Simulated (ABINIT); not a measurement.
# AlN (P6_3mc) in ABINIT: a series of runs

Aim: see how the results for AlN move with the level of theory and the settings. Levels: PBE, PBEsol. Tasks: relaxation of cell and atoms, single point.

Everything below comes from runs of ABINIT 10.8.3 (patched build). Logs are shortened: lines on timing, memory, paths and dates and some standing lists are left out, and cuts for length are marked. The log counts tension as positive stress, the text compression.

### Step 1. The structure

Symmetry: P6_3mc, No. 186, hexagonal system. The conventional cell has a = 3.113 Å, b = 3.113 Å, c = 4.981 Å, α = 90.00°, β = 90.00°, γ = 120.00°. Al (site symmetry 3m) is surrounded by 4 N at 1.89 Å. N (site symmetry 3m) is surrounded by 4 Al at 1.89 Å.

### Step 2. Relaxation of cell and atoms, PBE

The input, run.abi:

```
pp_dirpath "./"
pseudos "Al.upf, N.upf"

acell 3.113 3.113 4.981 Angstrom
rprim
     1.0000000000     0.0000000000     0.0000000000
    -0.5000000000     0.8660254038     0.0000000000
     0.0000000000     0.0000000000     1.0000000000
ntypat 2
znucl 13 7
natom 4
typat 1 1 2 2
chkprim 0
chksymtnons 0
tolsym 1.0e-6
xred
            2/3            1/3            1/2
            1/3            2/3            0.0
            2/3            1/3   0.8800000000
            1/3            2/3   0.3800000000

ecut 42.0
ecutsm 0.5

kptopt 1
ngkpt 8 8 4
nshiftk 1
shiftk 0.0 0.0 0.0

ixc 11

nband 12
occopt 3
tsmear 0.05 eV

nstep 80
tolvrs 1.0e-12

iomode 3
prteig 0
prtebands 0
prtwf 0
prtden 0

ionmov 2
optcell 2
ntime 50
tolmxf 2.0e-5
dilatmx 1.08
```

Potentials or basis: PseudoDojo NC SR PBE v0.4.1 standard.

On the command line:

```
$ abinit run.abi > log 2>&1
```

run.abo:

```text
.Version 10.8.3 of ABINIT
 Symmetries : space group P6_3 m c (#186); Bravais hP (primitive hexag.)
================================================================================
 Values of the parameters that define the memory need of the present run
     intxc =       0    ionmov =       2      iscf =       7    lmnmax =       6
     lnmax =       6     mgfft =      60  mpssoang =       3    mqgrid =    3001
     natom =       4  nloc_mem =       1    nspden =       1   nspinor =       1
    nsppol =       1      nsym =      12    n1xccc =    2501    ntypat =       2
    occopt =       3   xclevel =       2
       mpw =        4658          nfft =       96000          nkpt =          30
================================================================================
================================================================================

--------------------------------------------------------------------------------
------------- Echo of variables that govern the present computation ------------
--------------------------------------------------------------------------------
 -outvars: echo values of preprocessed input variables --------
            acell      5.8827174300E+00  5.8827174300E+00  9.4127258331E+00 Bohr
              amu      2.69815390E+01  1.40067400E+01
          chkprim           0
      chksymtnons           0
          dilatmx      1.08000000E+00
             ecut      4.20000000E+01 Hartree
           ecutsm      5.00000000E-01 Hartree
           ionmov           2
              ixc          11
         kptrlatt        8    0    0      0    8    0      0    0    4
          kptrlen      3.76509033E+01
            natom           4
            nband          12
            ngfft          40      40      60
             nkpt          30
            nstep          80
             nsym          12
            ntime          50
           ntypat           2
           occopt           3
          optcell           2
           prtden           0
        prtebands           0
           prteig           0
            prtwf           0
            rprim      1.0000000000E+00  0.0000000000E+00  0.0000000000E+00
                      -5.0000000000E-01  8.6602540380E-01  0.0000000000E+00
                       0.0000000000E+00  0.0000000000E+00  1.0000000000E+00
          spgroup         186
           tolmxf      2.00000000E-05
           tolsym      1.00000000E-06
           tolvrs      1.00000000E-12
           tsmear      1.83746611E-03 Hartree
            typat      1  1  2  2
           xangst      1.5565000000E+00  8.9864569401E-01  2.4905000000E+00
                      -4.1463783679E-17  1.7972913880E+00  0.0000000000E+00
                       1.5565000000E+00  8.9864569401E-01  4.3832800000E+00
                      -4.1463783679E-17  1.7972913880E+00  1.8927800000E+00
            xcart      2.9413587150E+00  1.6981942459E+00  4.7063629166E+00
                      -7.8355195297E-17  3.3963884918E+00  0.0000000000E+00
                       2.9413587150E+00  1.6981942459E+00  8.2831987332E+00
                      -7.8355195297E-17  3.3963884918E+00  3.5768358166E+00
             xred      6.6666666667E-01  3.3333333333E-01  5.0000000000E-01
                       3.3333333333E-01  6.6666666667E-01  0.0000000000E+00
                       6.6666666667E-01  3.3333333333E-01  8.8000000000E-01
                       3.3333333333E-01  6.6666666667E-01  3.8000000000E-01
            znucl       13.00000    7.00000

================================================================================

 chkinp: Checking input parameters for consistency.

================================================================================
== DATASET  1 ==================================================================

--- !DatasetInfo
iteration_state: {dtset: 1, }
dimensions: {natom: 4, nkpt: 30, mband: 12, nsppol: 1, nspinor: 1, nspden: 1, mpw: 4658, }
cutoff_energies: {ecut:  42.0, pawecutdg:  -1.0, }
electrons: {nelect:   1.60000000E+01, charge:   0.00000000E+00, occopt:   3.00000000E+00, tsmear:   1.83746611E-03, }
meta: {optdriver: 0, ionmov: 2, optcell: 2, iscf: 7, paral_kgb: 0, }
...

 Exchange-correlation functional for the present dataset will be:
  GGA: Perdew-Burke-Ernzerhof functional - ixc=11
  J.P.Perdew, K.Burke, M.Ernzerhof, PRL 77, 3865 (1996)

 Real(R)+Recip(G) space primitive vectors, cartesian coordinates (Bohr,Bohr^-1):
 R(1)=  5.8827174  0.0000000  0.0000000  G(1)=  0.1699895  0.0981435  0.0000000
 R(2)= -2.9413587  5.0945827  0.0000000  G(2)=  0.0000000  0.1962869  0.0000000
 R(3)=  0.0000000  0.0000000  9.4127258  G(3)=  0.0000000  0.0000000  0.1062392
 Unit cell volume ucvol=  2.8209931E+02 bohr^3
 Angles (23,13,12)=  9.00000000E+01  9.00000000E+01  1.20000000E+02 degrees

 getcut: wavevector=  0.0000  0.0000  0.0000  ngfft=  40  40  60
         ecut(hartree)=     48.989   => boxcut(ratio)=   2.02312

--- Pseudopotential description ------------------------------------------------
- pspini: atom type   1  psp file is ./Al.upf
  13.00000   3.00000  171031                  znucl, zion, pspdat
12 -101130 2 -1 1876                          pspcod,pspxc,lmax,lloc,mmax
     nproj     2     2     2

- pspini: atom type   2  psp file is ./N.upf
   7.00000   5.00000  171031                  znucl, zion, pspdat
12 -101130 1 -1 1058                          pspcod,pspxc,lmax,lloc,mmax
     nproj     2     2     0

   2.97317893E+02                                ecore*ucvol(ha*bohr**3)
--------------------------------------------------------------------------------

================================================================================

=== [ionmov= 2] Broyden-Fletcher-Goldfarb-Shanno method (forces)
================================================================================

--- Iteration: ( 1/50) Internal Cycle: (1/1)
--------------------------------------------------------------------------------

---SELF-CONSISTENT-FIELD CONVERGENCE--------------------------------------------

--- !BeginCycle
iteration_state: {dtset: 1, itime: 1, icycle: 1, }
solver: {iscf: 7, nstep: 80, nline: 4, wfoptalg: 0, }
tolerances: {tolvrs: 1.00E-12, }
...

     iter   Etot(hartree)      deltaE(h)  residm     vres2
 ETOT  1  -25.263487404231    -2.526E+01 6.713E-02 1.470E+03
 ETOT  2  -25.351411664265    -8.792E-02 2.305E-02 1.143E+03
 ETOT  3  -25.587895873565    -2.365E-01 2.724E-02 1.469E+00
 ETOT  4  -25.588449298588    -5.534E-04 2.578E-02 2.883E-02
 ETOT  5  -25.588451159574    -1.861E-06 3.038E-03 3.515E-03
 ETOT  6  -25.588451383585    -2.240E-07 2.911E-03 6.452E-05
 ETOT  7  -25.588451395123    -1.154E-08 7.595E-04 1.772E-06
 ETOT  8  -25.588451395194    -7.127E-11 5.626E-04 2.779E-07
 ETOT  9  -25.588451395250    -5.620E-11 2.066E-04 3.192E-09
 ETOT 10  -25.588451395251    -8.278E-13 1.584E-04 2.155E-11
 ETOT 11  -25.588451395251     5.187E-13 5.231E-05 1.609E-13
[... 841 lines left out ...]
  0.00000000000000E+00 -0.00000000000000E+00 -7.69195698350231E-05
  0.00000000000000E+00  0.00000000000000E+00  7.69195698350231E-05
  0.00000000000000E+00  0.00000000000000E+00  7.69195698350231E-05
 Scale of Primitive Cell (acell) [bohr]
  5.91198963584807E+00  5.91198963592775E+00  9.47694641058884E+00
 Real space primitive translations (rprimd) [bohr]
  5.91198963584807E+00  0.00000000000000E+00  0.00000000000000E+00
 -2.95599481792404E+00  5.11993321164674E+00  0.00000000000000E+00
  0.00000000000000E+00  0.00000000000000E+00  9.47694641058884E+00
 Unitary Cell Volume (ucvol) [Bohr^3]=  2.86857615877771E+02
 Angles (23,13,12)= [degrees]
  9.00000000000000E+01  9.00000000000000E+01  1.19999999999554E+02
 Lengths [Bohr]
  5.91198963584807E+00  5.91198963592775E+00  9.47694641058884E+00
 Stress tensor in cartesian coordinates (strten) [Ha/bohr^3]
 -1.85315229428266E-07  0.00000000000000E+00  0.00000000000000E+00
  0.00000000000000E+00 -1.85315359269283E-07  0.00000000000000E+00
  0.00000000000000E+00  0.00000000000000E+00 -5.51086319806882E-10
 Total energy (etotal) [Ha]= -2.55887654544738E+01

 Difference of energy with previous step (new-old):
           Absolute (Ha)=-1.38914E-08
           Relative     =-5.42871E-10

 At Broyd/MD step   8, gradients are converged :
  max grad (force/stress) = 1.8532E-05 < tolmxf= 2.0000E-05 ha/bohr (free atoms)

================================================================================

 ----iterations are completed or convergence reached----

 Mean square residual over all n,k,spin=   66.923E-16; max=  10.471E-13
 reduced coordinates (array xred) for    4 atoms
       0.666666666667      0.333333333333      0.499227396208
       0.333333333333      0.666666666667     -0.000772603792
       0.666666666667      0.333333333333      0.880772603792
       0.333333333333      0.666666666667      0.380772603792
 rms dE/dt=  4.4415E-05; max dE/dt=  7.5697E-05; dE/dt below (all hartree)
    1       0.000000000000      0.000000000000     -0.000078142579
    2       0.000000000000      0.000000000000     -0.000078142579
    3       0.000000000000      0.000000000000      0.000075696561
    4       0.000000000000      0.000000000000      0.000075696561

 cartesian coordinates (angstrom) at end:
    1      1.56424509213156     0.90311732503694     2.50361743730837
    2     -0.00000000000000     1.80623465007387    -0.00387459570681
    3      1.56424509213156     0.90311732503694     4.41706057381355
    4     -0.00000000000000     1.80623465007387     1.90956854079836

 cartesian forces (hartree/bohr) at end:
    1     -0.00000000000000    -0.00000000000000     0.00000811649307
    2     -0.00000000000000    -0.00000000000000     0.00000811649307
    3     -0.00000000000000    -0.00000000000000    -0.00000811649307
    4     -0.00000000000000    -0.00000000000000    -0.00000811649307
 frms,max,avg= 4.6860595E-06 8.1164931E-06   0.000E+00  0.000E+00  1.291E-07 h/b

 cartesian forces (eV/Angstrom) at end:
    1     -0.00000000000000    -0.00000000000000     0.00041736685443
    2     -0.00000000000000    -0.00000000000000     0.00041736685443
    3     -0.00000000000000    -0.00000000000000    -0.00041736685443
    4     -0.00000000000000    -0.00000000000000    -0.00041736685443
 frms,max,avg= 2.4096687E-04 4.1736685E-04   0.000E+00  0.000E+00  6.636E-06 e/A
 length scales=  5.911989635848  5.911989635928  9.476946410589 bohr
              =  3.128490184263  3.128490184305  5.014984066030 angstroms
 Fermi (or HOMO) energy (hartree) =   0.25094   Average Vxc (hartree)=  -0.39088
 Eigenvalues (hartree) for nkpt=  30  k points:
 kpt#   1, nband= 12, wtk=  0.00391, kpt=  0.0000  0.0000  0.0000 (reduced coord)
  -0.36297   -0.28614   -0.02673    0.15954    0.15954    0.18314    0.18314    0.19061
   0.33968    0.43077    0.57456    0.59723
      occupation numbers for kpt#   1
   2.00000    2.00000    2.00000    2.00000    2.00000    2.00000    2.00000    2.00000
   0.00000    0.00000    0.00000    0.00000
 prteigrs : prtvol=0 or 1, do not print more k-points.

--- !EnergyTerms
iteration_state     : {dtset: 1, itime: 8, icycle: 1, }
comment             : Components of total free energy in Hartree
kinetic             :  1.63065462434134E+01
hartree             :  5.72057553665885E+00
xc                  : -8.47649619148646E+00
Ewald energy        : -2.16227773061585E+01
psp_core            :  1.03646504826056E+00
local_psp           : -1.72153913781781E+01
non_local_psp       : -1.33768740698361E+00
internal            : -2.55887654544738E+01
'-kT*entropy'       :  1.25294605474896E-15
total_energy        : -2.55887654544738E+01
total_energy_eV     : -6.96305780339503E+02
band_energy         : -1.20621791936447E-02
...

 rms coord change=  4.4606E-04   atom, delta coord (reduced):
     1        0.000000000000      0.000000000000     -0.000772603792
     2        0.000000000000      0.000000000000     -0.000772603792
     3        0.000000000000      0.000000000000      0.000772603792
     4        0.000000000000      0.000000000000      0.000772603792

 Cartesian components of stress tensor (hartree/bohr^3)
  sigma(1 1)= -1.85315229E-07  sigma(3 2)=  0.00000000E+00
  sigma(2 2)= -1.85315359E-07  sigma(3 1)=  0.00000000E+00
  sigma(3 3)= -5.51086320E-10  sigma(2 1)=  0.00000000E+00

-Cartesian components of stress tensor (GPa)         [Pressure=  3.6402E-03 GPa]
- sigma(1 1)= -5.45216228E-03  sigma(3 2)=  0.00000000E+00
- sigma(2 2)= -5.45216610E-03  sigma(3 1)=  0.00000000E+00
- sigma(3 3)= -1.62135193E-05  sigma(2 1)=  0.00000000E+00

== END DATASET(S) ==============================================================
================================================================================

 -outvars: echo values of variables after computation  --------
            acell      5.9119896358E+00  5.9119896359E+00  9.4769464106E+00 Bohr
           etotal     -2.5588765454E+01
            fcart     -0.0000000000E+00 -0.0000000000E+00  8.1164930667E-06
                      -0.0000000000E+00 -0.0000000000E+00  8.1164930667E-06
                      -0.0000000000E+00 -0.0000000000E+00 -8.1164930667E-06
                      -0.0000000000E+00 -0.0000000000E+00 -8.1164930667E-06
            rprim      1.0000000000E+00  0.0000000000E+00  0.0000000000E+00
                      -4.9999999999E-01  8.6602540379E-01  0.0000000000E+00
                       0.0000000000E+00  0.0000000000E+00  1.0000000000E+00
           strten     -1.8531522943E-07 -1.8531535927E-07 -5.5108631981E-10
                       0.0000000000E+00  0.0000000000E+00  0.0000000000E+00
           xangst      1.5642450921E+00  9.0311732504E-01  2.5036174373E+00
                      -4.0890531705E-17  1.8062346501E+00 -3.8745957068E-03
                       1.5642450921E+00  9.0311732504E-01  4.4170605738E+00
                      -4.0890531705E-17  1.8062346501E+00  1.9095685408E+00
             xred      6.6666666667E-01  3.3333333333E-01  4.9922739621E-01
                       3.3333333333E-01  6.6666666667E-01 -7.7260379212E-04
                       6.6666666667E-01  3.3333333333E-01  8.8077260379E-01
                       3.3333333333E-01  6.6666666667E-01  3.8077260379E-01
 Calculation completed.
```

Wall time 7.7 min (1 thread of Intel Xeon at 2.70GHz, shared host); peak memory 0.11 GiB.

Results:

```
Free energy                            : -696.3058 eV
Relaxed volume                         : 10.63 Å³/atom
Relaxed cell                           : a = 3.128 Å, b = 3.128 Å, c = 5.015 Å, α = 90.00°, β = 90.00°, γ = 120.00°
Space group after relaxing (to 0.05 Å) : P6_3mc (No. 186)
Energy gained by relaxing              : 2.1 meV/atom
Ionic steps                            : 8
Pressure after relaxing                : 0.0 GPa
Band gap on the k mesh                 : 4.06 eV, direct
```

Step by step:
```tsv
step	energy change (eV)	largest force (eV/Å)	pressure (GPa)	volume (Å³)
1	0.0000	0.1305	3.37	41.80
2	-0.0071	0.0677	1.28	42.24
3	-0.0085	0.0226	0.00	42.51
4	-0.0085	0.0158	-0.03	42.52
5	-0.0085	0.0012	-0.03	42.52
6	-0.0085	0.0020	-0.01	42.51
7	-0.0085	0.0017	0.01	42.51
8	-0.0085	0.0004	0.00	42.51
```

Final structure:
```
Al N
1.0
     3.12849    0.00000    0.00000
    -1.56425    2.70935    0.00000
     0.00000    0.00000    5.01498
Al N
2 2
Direct
  0.66667 0.33333 0.49923
  0.33333 0.66667 0.99923
  0.66667 0.33333 0.88077
  0.33333 0.66667 0.38077
```

A k mesh can miss the band edges. PBE usually gives volumes a little too large and moduli too small.

### Step 3. Single point, PBE (cell relaxed)

The input, run.abi:

```
pp_dirpath "./"
pseudos "Al.upf, N.upf"

acell 3.12849019 3.1284901875 5.01498407 Angstrom
rprim
     1.0000000000     0.0000000000     0.0000000000
    -0.4999999988     0.8660254045     0.0000000000
     0.0000000000     0.0000000000     1.0000000000
ntypat 2
znucl 13 7
natom 4
typat 1 1 2 2
xred
     0.6666666700     0.3333333300     0.4992274000
     0.3333333300     0.6666666700    -0.0007726000
     0.6666666700     0.3333333300     0.8807726000
     0.3333333300     0.6666666700     0.3807726000
chkprim 0
chksymtnons 0
tolsym 1.0e-6

ecut 42.0

kptopt 1
ngkpt 8 8 4
nshiftk 1
shiftk 0.0 0.0 0.0

ixc 11

nband 12
occopt 3
tsmear 0.00183747

nstep 100
tolvrs 1.0e-10

iomode 3
prtwf 0
prtden 0
prteig 0
prtebands 0
```

Potentials or basis: PseudoDojo NC SR PBE v0.4.1 standard.

On the command line:

```
$ abinit run.abi > log 2>&1
```

Wall time 71 s (1 thread of Intel Xeon at 2.70GHz, shared host); peak memory 0.09 GiB.

The run converged. Its results:

```yaml
Free_energy: -696.3058 eV
Pressure: 0.0 GPa
Band_gap_on_the_k_mesh: 4.06 eV, direct
Valence_electrons_inside_the_program's_atomic_spheres: Al 1.08; N 5.37
```

Levels at points of the mesh, in eV from the valence-band top:
```
           k point  band 4  band 5  band 6  band 7  band 8  band 9  band 10  band 11  band 12
(0.00, 0.00, 0.00)   -0.85   -0.85   -0.20   -0.20    0.00    4.06     6.53    10.45    11.06
(0.50, 0.00, 0.00)   -4.12   -3.30   -2.06   -1.75   -0.68    5.77     5.78     8.04    10.15
(0.00, 0.00, 0.50)   -3.30   -0.53   -0.53   -0.53   -0.53    6.32     6.32    10.18    10.18
(0.50, 0.00, 0.50)   -5.53   -1.44   -1.44   -1.35   -1.35    5.26     5.26     9.18     9.18
```

[end of part 1 of 2]
